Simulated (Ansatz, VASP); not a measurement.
C: VASP beside Ansatz

Contents of INCAR:

```
SYSTEM = C
PREC = Accurate ; ENCUT = 600
EDIFF = 1E-6 ; ISMEAR = -1
SIGMA = 0.05 ; LREAL = .False.
LASPH = .True. ; NELM = 60
ALGO = Normal ; ISIF = 3
LWAVE = .False. ; LCHARG = .False.
GGA = B5 ; ALDAX = 1.0
AGGAX = 1.0 ; AGGAC = 1.0
ALDAC = 0.0 ; IBRION = 2
NSW = 80 ; EDIFFG = -0.01
```

Contents of KPOINTS:

```
regular mesh
0
Gamma
  13 13 13
  0 0 0
```

File POSCAR:

```
C
1.0
    0.0000000000      1.7833700000      1.7833700000
    1.7833700000      0.0000000000      1.7833700000
    1.7833700000      1.7833700000      0.0000000000
C
2
Direct
    0.7500000000      0.7500000000      0.7500000000
    0.5000000000      0.5000000000      0.5000000000
```

The input input.yaml:

```yaml
crystal:
  lattice:
    - [0.0, 1.78337, 1.78337]
    - [1.78337, 0.0, 1.78337]
    - [1.78337, 1.78337, 0.0]
  atoms:
    - { symbol: C, position: [0.75, 0.75, 0.75] }
    - { symbol: C, position: [0.5, 0.5, 0.5] }
kpoints:
  mp_grid: { grid: [13, 13, 13] }
scf:
  occupations: { method: fermi_dirac, width: 0.05 }
hamiltonian:
  xc: blyp
  pseudopotentials: { kind: all_electron, lapw: { basis_error: 0.001 } }
output:
  forces: true
  stress: true
relax:
  f_tol: 0.01
  max_steps: 60
  cell: {}
```

This isn't the form of C at room conditions, which is graphite.

Alike in both runs: task relaxation of cell and atoms; functional BLYP; k mesh 13 × 13 × 13; occupations fermi-dirac, width 0.05 eV; no spin polarisation.

```csv
,VASP,Ansatz
version,VASP 6.6.1,Ansatz 0.2.0
potentials or method,"VASP PAW PBE potentials, release 64 (C)","all-electron LAPW, scalar-relativistic"
plane-wave cutoff (eV),600,see its input
```

|  | VASP | Ansatz | Ansatz less VASP |
| --- | --- | --- | --- |
| relaxed volume (Å³/atom) | 5.82 | 5.82 | +0.001 |
| relaxed cell length with the largest relative difference (Å) | 2.544 | 2.544 | +0.0001 |
| energy change over the relaxation (meV/atom) | -5 | -5 | -0.1 |

Ansatz ran all-electron here, so the differences hold the error of VASP's frozen core and of both bases.

Caveats: the PAW data sets were made with another functional, which shifts forces and pressure a little (VASP). Zero-point motion and thermal expansion aren't in these numbers.
